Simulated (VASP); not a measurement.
These are LDA (Ceperley-Alder, Perdew-Zunger), VASP's LDA PAW potentials (set 64) (plane waves; VASP) values and carry that method's errors.

Gaps are without spin-orbit coupling.

```
Quantity                                              Result
---------------------------------------------  -------------
volume per atom                                14.02 Å³/atom
band gap (over mesh and band path)                   3.47 eV
smallest direct gap (over mesh and band path)        3.64 eV
```

Task: Which relaxed crystal gives these values?
A. Ag2S, P2_1/m (11)
B. CsI, Pm-3m (221)
C. WN2, P-6m2 (187)
D. BaHfO3, Pm-3m (221)

Result: D, BaHfO3, Pm-3m (221)
